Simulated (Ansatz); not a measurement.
Computed with DFT PBE, scalar-relativistic, plane waves, PAW in Ansatz 0.2.0. All cells share a 420 eV cutoff and Γ-centred k meshes spaced about 0.3 Å⁻¹ or finer (0.25 for metals, 2π included). No spin polarisation.

These are static total energies at zero pressure.

Two relaxed structures of Hf5O3:

A.

```cif
data_structure
_symmetry_space_group_name_H-M 'C2/m'
_symmetry_Int_Tables_number 12
_cell_length_a 9.8318
_cell_length_b 4.5201
_cell_length_c 7.0786
_cell_angle_alpha 90.000
_cell_angle_beta 131.402
_cell_angle_gamma 90.000
_cell_volume 235.96
loop_
_atom_site_label
_atom_site_type_symbol
_atom_site_symmetry_multiplicity
_atom_site_Wyckoff_symbol
_atom_site_fract_x
_atom_site_fract_y
_atom_site_fract_z
_atom_site_occupancy
Hf1 Hf 4 i 0.79959 0.00000 0.41147 1
Hf2 Hf 4 i 0.90988 0.50000 0.22500 1
Hf3 Hf 2 a 0.00000 0.00000 0.00000 1
O1 O 4 i 0.12338 0.00000 0.82838 1
O2 O 2 b 0.00000 0.50000 0.00000 1
```

B.

```cif
data_structure
_symmetry_space_group_name_H-M 'R-3m:H'
_symmetry_Int_Tables_number 166
_cell_length_a 3.2258
_cell_length_b 3.2258
_cell_length_c 39.3756
_cell_angle_alpha 90.000
_cell_angle_beta 90.000
_cell_angle_gamma 120.000
_cell_volume 354.83
loop_
_atom_site_label
_atom_site_type_symbol
_atom_site_symmetry_multiplicity
_atom_site_Wyckoff_symbol
_atom_site_fract_x
_atom_site_fract_y
_atom_site_fract_z
_atom_site_occupancy
Hf1 Hf 6 c 0.33333 0.66667 0.86846 1
Hf2 Hf 3 a 0.00000 0.00000 0.00000 1
Hf3 Hf 6 c 0.66667 0.33333 0.93191 1
O1 O 3 b 0.66667 0.33333 0.83333 1
O2 O 6 c 0.00000 0.00000 0.69722 1
```

**Question.** Which would you expect to be lower, and how large is the difference?

**Answer.** A is lower, by 83 meV/atom. A has space group C2/m (No. 12), 14.7 Å³/atom and no gap on its mesh; B has space group R-3m (No. 166), 14.8 Å³/atom and no gap. Counting O atoms around Hf (those within 1.25 times the shortest such distance or 1.15 times the sum of covalent radii; a slash parts the counts of unlike sites), A has Hf 3/4 and B has Hf 3/6. In A, around Hf on a site of symmetry m lie 1 O at 2.27 Å, 2 O at 2.41–2.53 Å and 11 Hf at 3.04–3.30 Å; Hf on a second site of symmetry m has 4 O at 2.28–2.31 Å and 9 Hf at 3.03–3.21 Å; O on a site of symmetry m is surrounded by 5 Hf at 2.21–2.31 Å and 1 Hf at 2.53 Å; 2 more sites not described. In B, Hf on a site of symmetry 3m is surrounded by 3 O at 2.32 Å and 9 Hf at 3.12–3.23 Å; Hf on a site of symmetry -3m is surrounded by 6 O at 2.22 Å; around O on a site of symmetry -3m lie 6 Hf at 2.32 Å; 2 more sites not described. Both come from trial cells of a structure search.

Spin–orbit coupling, which can matter for Hf, is left out. Cells relaxed within their symmetry can be saddle points.
